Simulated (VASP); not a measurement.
## LiF in VASP 6.6.1, single-point calculation

INCAR

```
SIGMA = 0.02
LCHARG = .FALSE.
IBRION = -1
ENCUT = 520
NBANDS = 12
NSW = 0
NELM = 67
ISYM = 0
ISMEAR = -1
LREAL = .FALSE.
LASPH = .TRUE.
GGA = PE
PREC = Accurate
LWAVE = .FALSE.
EDIFF = 1E-7
ISIF = 2
```

KPOINTS

```
KPOINTS created by Atomic Simulation Environment
0
Gamma
4 4 4
0 0 0
```

POSCAR

```
Li F
 1.0000000000000000
     0.0577522106000000    1.9905834401000000    1.9905834401000000
     1.9905834401000000    0.0577522106000000    1.9905834401000000
     1.9905834401000000    1.9905834401000000    0.0577522106000000
 Li  F
   1   1
Cartesian
  0.0000000000000000  0.0000000000000000  0.0000000000000000
  2.0194595454000002  2.0194595454000002  2.0194595454000002
```

The recommended PBE PAW datasets give the neutral cell 10 valence electrons.

Command

```
mpirun -np 1 vasp_std
```

OSZICAR

```
N       E                     dE             d eps       ncg     rms          rms(c)
DAV:   1     0.340641269093E+02    0.34064E+02   -0.55529E+03   900   0.856E+02
DAV:   2    -0.891331769467E+01   -0.42977E+02   -0.42052E+02  1032   0.196E+02
DAV:   3    -0.100832068916E+02   -0.11699E+01   -0.11665E+01  1140   0.276E+01
DAV:   4    -0.100982788000E+02   -0.15072E-01   -0.15071E-01   992   0.323E+00
DAV:   5    -0.100984202423E+02   -0.14144E-03   -0.14144E-03  1128   0.232E-01    0.455E+00
DAV:   6    -0.957308511680E+01    0.52534E+00   -0.23558E+00  1020   0.982E+00    0.133E+00
DAV:   7    -0.957713734933E+01   -0.40522E-02   -0.21014E-02  1116   0.126E+00    0.847E-01
DAV:   8    -0.958357698360E+01   -0.64396E-02   -0.13920E-02  1136   0.122E+00    0.105E-01
DAV:   9    -0.958358533745E+01   -0.83538E-05   -0.78853E-04   948   0.253E-01    0.402E-02
DAV:  10    -0.958366037924E+01   -0.75042E-04   -0.11193E-04  1016   0.816E-02    0.984E-03
DAV:  11    -0.958366020484E+01    0.17439E-06   -0.33276E-06  1148   0.182E-02    0.156E-03
DAV:  12    -0.958366031669E+01   -0.11185E-06   -0.37827E-07  1004   0.558E-03    0.791E-04
DAV:  13    -0.958366031130E+01    0.53939E-08   -0.28589E-08   564   0.155E-03
   1 F= -.95836603E+01 E0= -.95836603E+01  d E =-.111788E-11
```

From OUTCAR

```
k-points           NKPTS =     36   k-points in BZ     NKDIM =     36   number of bands    NBANDS=     12

   NELECT =      10.0000    total number of electrons

   dimension x,y,z NGX =    24 NGY =   24 NGZ =   24
   dimension x,y,z NGXF=    48 NGYF=   48 NGZF=   48

  energy-cutoff  :      520.00
  volume of cell :       15.09
      direct lattice vectors                 reciprocal lattice vectors
     0.057752211  1.990583440  1.990583440    -0.262386832  0.254988914  0.254988914
     1.990583440  0.057752211  1.990583440     0.254988914 -0.262386832  0.254988914
     1.990583440  1.990583440  0.057752211     0.254988914  0.254988914 -0.262386832

 k-points in reciprocal lattice and weights: KPOINTS created by Atomic Simulation Env
   0.00000000  0.00000000  0.00000000       0.016
   0.25000000  0.00000000 -0.00000000       0.031
   0.00000000  0.25000000 -0.00000000       0.031
   0.00000000  0.00000000  0.25000000       0.031
   0.50000000  0.00000000 -0.00000000       0.016
   0.00000000  0.50000000 -0.00000000       0.016
   0.00000000  0.00000000  0.50000000       0.016
   0.25000000  0.25000000 -0.00000000       0.031
   ...

 E-fermi :   0.0740

 k-point     1 :       0.0000    0.0000    0.0000
  band No.  band energies     occupation
      1     -41.2800      2.00000
      2     -20.7065      2.00000
      3      -0.6821      2.00000
      4      -0.4074      2.00000
      5      -0.4074      2.00000
      6       9.3222      0.00000
      7      23.6336      0.00000
      8      24.0610      0.00000
      9      24.7191      0.00000
     10      24.7191      0.00000
     11      25.1411      0.00000
     12      25.1411      0.00000

 k-point     2 :       0.2500    0.0000   -0.0000
  band No.  band energies     occupation
      1     -41.2372      2.00000
      2     -20.4535      2.00000
      3      -1.9623      2.00000
      4      -0.7665      2.00000
      5      -0.5715      2.00000
      6      10.4810      0.00000
      7      18.3018      0.00000
      8      20.4149      0.00000
      9      20.9195      0.00000
     10      27.1154      0.00000
     11      27.7576      0.00000
     12      28.6425      0.00000

 k-point     3 :       0.0000    0.2500   -0.0000
  band No.  band energies     occupation
      1     -41.2372      2.00000
      2     -20.4535      2.00000
      3      -1.9623      2.00000
      4      -0.7665      2.00000
      5      -0.5715      2.00000
      6      10.4810      0.00000
      7      18.3018      0.00000
      8      20.4149      0.00000
      9      20.9195      0.00000
     10      27.1154      0.00000
     11      27.7576      0.00000
     12      28.6425      0.00000

 k-point     4 :       0.0000    0.0000    0.2500
  band No.  band energies     occupation
      1     -41.2372      2.00000
      2     -20.4535      2.00000
      3      -1.9623      2.00000
      4      -0.7665      2.00000
      5      -0.5715      2.00000
      6      10.4810      0.00000
      7      18.3018      0.00000
      8      20.4149      0.00000
      9      20.9195      0.00000
     10      27.1154      0.00000
     11      27.7576      0.00000
     12      28.6425      0.00000

 ...

  Total        0.8347019      0.8347006      0.8347008     -0.2040476     -0.2040475     -0.2040478
  in kB       88.6316752     88.6315368     88.6315635    -21.6665104    -21.6665082    -21.6665310
  external PRESSURE =      88.6315918 kB  Pullay stress =       0.0000000 kB

 POSITION                                       TOTAL-FORCE (eV/Angst)
 -----------------------------------------------------------------------------------
      0.00000      0.00000      0.00000        -0.000000     -0.000000      0.000000
      2.01946      2.01946      2.01946         0.000000      0.000000     -0.000000
 -----------------------------------------------------------------------------------
    total drift:                               -0.000000      0.000000      0.000000

  FREE ENERGIE OF THE ION-ELECTRON SYSTEM (eV)
  ---------------------------------------------------
  free  energy   TOTEN  =        -9.5836603113 eV

  energy  without entropy=       -9.5836603113  energy(sigma->0) =       -9.58366031
```

It converged. Results: gap between bands v and c on the k mesh 9.73 eV; least direct gap on the k mesh 9.73 eV; pressure 8.9 GPa. Band v is the last that the valence electrons fill when counted band by band, and c is the next.

For comparison, a separate PBE run of the intended cell, on usual settings and not on those above, gives a gap of 9.73 eV on its mesh and a pressure of 8.8 GPa.

The run above took about 3.1 s on one core of a shared host (Intel Xeon 6975P-C) and held 0.13 GiB at most.
